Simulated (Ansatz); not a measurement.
## Ti₂O: pressure against volume

Ti₂O, P-3m1, a = 2.951 Å, c = 4.814 Å. The structure is a COD entry; whether it is the stable form wasn't checked. Ansatz: r2SCAN, PAW, 500 eV, Γ-centred 18×18×10 mesh on 3 atoms, Gaussian smearing 0.10 eV; no spin polarisation. Shape and atoms are relaxed at each volume; pressure is positive in compression.

| V (Å³/atom) | P (GPa) |
| --- | --- |
| 11.379 | 13.88 |
| 11.742 | 6.39 |
| 12.105 | -0.01 |
| 12.469 | -5.49 |
| 12.832 | ? |

Problem. Take V0 = 12.105 Å³/atom, count pressures from its P0 = -0.01 GPa, fit the third-order Birch–Murnaghan form to the other rows, and predict the missing pressure.

Solution. With the Eulerian strain f = ½[(V0/V)^(2/3) − 1] and y = (P − P0)/[3f(1 + 2f)^(5/2)], the form is the line y = B0 + 1.5 B0 (B0′ − 4) f. Rows (f, y): 0.02105, 198.4; 0.01025, 197.8; -0.00978, 196.2. Means f = 0.007173, y = 197.47; Σ(Δf)² = 0.0004894, ΣΔfΔy = 0.03545; the slope is their ratio. y = 196.9 + 72.43 f GPa, so B0 = 196.9 GPa and B0′ = 4 + 2 × (72.43)/(3 × 196.9) = 4.25. At V = 12.832, f = -0.01907, y = 195.52 and P = -10.16 GPa. The run gave -10.18 GPa, so the fit is 0.02 GPa too high, a small miss on the scale of the series. The form still works here, 33 % of the fitted range beyond its end.

Spin polarisation was left out, and a magnetic state may lie lower.